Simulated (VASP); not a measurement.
## Co: single point with LDA

The system is Co.

```
Co
1.0
     2.42653    0.00000    0.00000
     0.00000    3.91337    0.00000
     1.21326    0.00000    2.10143
Co
2
Direct
  0.33333 0.75000 0.33333
  0.66667 0.25000 0.66667
```

```
Program             : VASP 6.6.1
Task                : single point
Functional          : LDA
Potentials or basis : VASP PAW LDA potentials, release 64 (Co)
Cutoff              : 520 eV
k mesh              : 16 × 10 × 25
Occupations         : methfessel-paxton, width 0.1 eV
Spin                : collinear spin, ferromagnetic start
Starting moments    : [1.7, 1.7] μB
```

```
Pressure                                              : -0.2 GPa
Band gap on the k mesh                                : none (metal or under the smearing width)
Net moment                                            : 2.99 μB per cell
Site moments                                          : Co +1.49 μB
Valence electrons inside the program's atomic spheres : Co 8.46
```

Stress tensor (GPa, compression positive):
```
-0.04  0.00  0.00
 0.00 -0.58  0.00
 0.00  0.00 -0.04
```

Levels at points of the mesh, in eV from the Fermi level:
Spin up:
```
           k point  band 7  band 8  band 9  band 10  band 11  band 12  band 13  band 14
(0.00, 0.00, 0.00)   -2.16   -1.76   -1.76    -0.48    -0.48    -0.04     7.30    22.68
(0.50, 0.00, 0.00)   -2.07   -0.34   -0.21    -0.16     1.70     3.88    10.45    11.18
(0.00, 0.50, 0.00)   -2.61   -2.61   -0.83    -0.83    -0.83    -0.83    16.14    16.14
(0.50, 0.50, 0.00)   -0.82   -0.82   -0.23    -0.23     1.82     1.82     8.17     8.17
```
Spin down:
| k point | band 4 | band 5 | band 6 | band 7 | band 8 | band 9 | band 10 | band 11 |
| --- | --- | --- | --- | --- | --- | --- | --- | --- |
| (0.00, 0.00, 0.00) | -1.16 | -1.16 | -0.75 | -0.75 | -0.30 | -0.30 | 0.13 | 1.09 |
| (0.50, 0.00, 0.00) | -1.88 | -1.35 | -1.19 | -0.73 | 1.23 | 1.39 | 1.43 | 2.83 |
| (0.00, 0.50, 0.00) | -1.74 | -1.24 | -1.24 | -1.24 | -1.24 | 0.71 | 0.71 | 0.71 |
| (0.50, 0.50, 0.00) | -2.69 | -0.16 | -0.16 | 0.33 | 0.33 | 1.35 | 1.35 | 2.50 |

Core levels (eV, on the scale of the bands):
```
atom                                                levels
1 Co  1s -7537.3, 2s -876.9, 2p -750.2, 3s -82.8, 3p -46.7
2 Co  1s -7537.3, 2s -876.9, 2p -750.2, 3s -82.8, 3p -46.7
```

It took 6.8 min on 1 thread of Intel(R) Xeon(R) 6975P-C (Granite Rapids), on a shared host, peak memory 0.68 GiB.
